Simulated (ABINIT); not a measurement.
A run of ABINIT 10.8.3 (patched build) is set up as follows.

run.abi

```
ndtset 2

pp_dirpath "./"
pseudos "In.GGA_PBE-JTH.xml, As.GGA_PBE-JTH.xml"

acell 4.2680965312 4.2680965312 4.2680965312 Angstrom
rprim
     0.0000000000     0.7071067812     0.7071067812
     0.7071067812     0.0000000000     0.7071067812
     0.7071067812     0.7071067812     0.0000000000
ntypat 2
znucl 49 33
natom 2
typat 1 2
xcart
     0.0000000000     0.0000000000     0.0000000000
     4.5270000000     4.5270000000     4.5270000000 Angstrom

ecut 17.0
pawecutdg 34.0

ixc 15

occopt 3
tsmear 0.00183747

nstep 100

iomode 3
prtwf 0
prteig 0
prtebands 0
enunit 1
prtden1 1
prtvha1 1
prtvclmb1 1
prtpot1 1

kptopt1 1
ngkpt1 8 8 8
nshiftk1 1
shiftk1 0.0 0.0 0.0
nband1 18
tolvrs1 1.0e-9

iscf2 -2
getden2 1
nband2 22
nbdbuf2 2
tolwfr2 1.0e-12
kptopt2 -9
ndivsm2 6
prteig2 1
prtvol2 -3
kptbounds2
     0.0000000000     0.0000000000     0.0000000000
     0.5000000000     0.0000000000     0.5000000000
     0.5000000000     0.2500000000     0.7500000000
     0.3750000000     0.3750000000     0.7500000000
     0.0000000000     0.0000000000     0.0000000000
     0.5000000000     0.5000000000     0.5000000000
     0.6250000000     0.2500000000     0.6250000000
     0.5000000000     0.2500000000     0.7500000000
     0.5000000000     0.5000000000     0.5000000000
     0.3750000000     0.3750000000     0.7500000000
```

Potentials or basis: JTH PAW PBE v2.0.

Run with:

```sh
$ abinit run.abi > log 2>&1
```

Task: Predict the band gap on the k mesh.

Result: None (metal or under the smearing width).

Levels at the corners of the path, in eV from the Fermi level:
```
point  band 10  band 11  band 12  band 13  band 14  band 15  band 16  band 17  band 18  band 19
    Γ   -14.35   -11.92    -0.12    -0.05    -0.05    -0.05     3.90     3.90     3.90     7.68
    X   -14.33    -9.89    -5.88    -2.39    -2.39     1.61     2.09     9.30     9.31     9.31
    W   -14.34    -9.84    -5.74    -3.00    -2.92     4.21     4.34     5.04     6.15     9.91
    K   -14.34    -9.91    -5.74    -3.32    -2.01     2.15     4.29     7.37     7.42     7.88
    Γ   -14.35   -11.92    -0.12    -0.05    -0.05    -0.05     3.90     3.90     3.90     7.68
    L   -14.34   -10.44    -5.80    -1.05    -1.05     1.00     4.68     4.68     6.98     9.17
    U   -14.34    -9.91    -5.74    -3.32    -2.01     2.15     4.29     7.37     7.42     7.88
    W   -14.34    -9.84    -5.74    -3.00    -2.92     4.21     4.34     5.04     6.15     9.91
    L   -14.34   -10.44    -5.80    -1.05    -1.05     1.00     4.68     4.68     6.98     9.17
    K   -14.34    -9.91    -5.74    -3.32    -2.01     2.15     4.29     7.37     7.42     7.88
```

Caveat: spin-orbit coupling is left out, which moves the levels of the heavy elements; this crystal is a semiconductor, whose small gap the functional closes, so the metal is an error of the method.

**What was measured.**

A printed reference work, data compilation reports, for a bulk crystal of InAs at 4.2 K: band gap 0.418 eV (direct).

Against the measured gap of InAs, 0.418 eV (direct; 4.2 K; a printed reference work, data compilation), the calculated 0.00 eV is off by -0.42 eV. Spin-orbit coupling on As, In is left out. The value is that of RPBE on a finite k mesh, which can miss the band edges, without temperature or zero-point motion. Semilocal functionals fall short of measured gaps as a rule.
